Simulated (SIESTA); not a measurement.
## Te2Mo under changes of volume

One of the cells (24.965 Å³/atom); the others are scaled copies at fixed shape and fractional positions:

```
Te Mo
1.0
     3.51820    0.00000    0.00000
    -1.75910    3.04685    0.00000
     0.00000    0.00000   13.97360
Te Mo
4 2
Direct
  0.66667 0.33333 0.37900
  0.33333 0.66667 0.87900
  0.66667 0.33333 0.12100
  0.33333 0.66667 0.62100
  0.66667 0.33333 0.75000
  0.33333 0.66667 0.25000
```

* Program: SIESTA 5.4.2
* Functional: LDA
* Potentials or basis: PseudoDojo 0.4 standard (LDA files)
* Basis: DZP (energy shift 0.003 Ry; two zetas on semicore shells)
* Grid cutoff: 800 Ry
* Energy shift: 0.003 Ry
* k mesh: 7 × 7 × 2
* Occupations: fermi-dirac, width 0.05 eV
* Spin: no spin polarisation

```tsv
volume (Å³/atom)	energy over the lowest point (meV/atom)	pressure (GPa)	gap on the mesh (eV)	largest force (eV/Å)
23.467	32.35	7.5	0.80	1.174
23.966	13.45	4.7	0.81	0.814
24.466	2.98	2.1	0.82	0.484
24.965	0.00	-0.2	0.83	0.179
25.464	?	?	?	?
25.963	13.51	-4.0	0.84	0.360
26.463	28.69	-5.7	0.84	0.600
```

Q: What does the run at 25.464 Å³/atom give?

A: Energy over the lowest point 3.74 meV/atom; pressure -2.2 GPa; gap on the mesh 0.83 eV; largest force 0.100 eV/Å.

Worked out: A Birch-Murnaghan fit of order 3 (a polynomial in V^(-2/3)) to the other rows has its minimum at 24.93 Å³/atom with B0 = V·E''(V) = 109 GPa and B' = 4.6 at fixed shape and positions, which overstates the stiffness. It gives 3.75 meV/atom at 25.464 Å³/atom, against the run's 3.74, and -dE/dV = -2.2 GPa, against -2.2. A straight line through the other rows of the gap, of slope 0.343 eV per unit of ln V, gives 0.83 eV, against the run's 0.83.

Energies are extrapolated to zero smearing.

Caveats: spin-orbit coupling is left out, which moves the levels of the heavy elements; an odd mesh through Γ misses points on the zone boundary, where band edges often lie; the basis of atomic orbitals isn't converged, which shifts pressures, moduli and gaps; forces of over 1 eV/Å show positions far from the minimum, so gaps and moduli don't describe the material at rest (some runs).
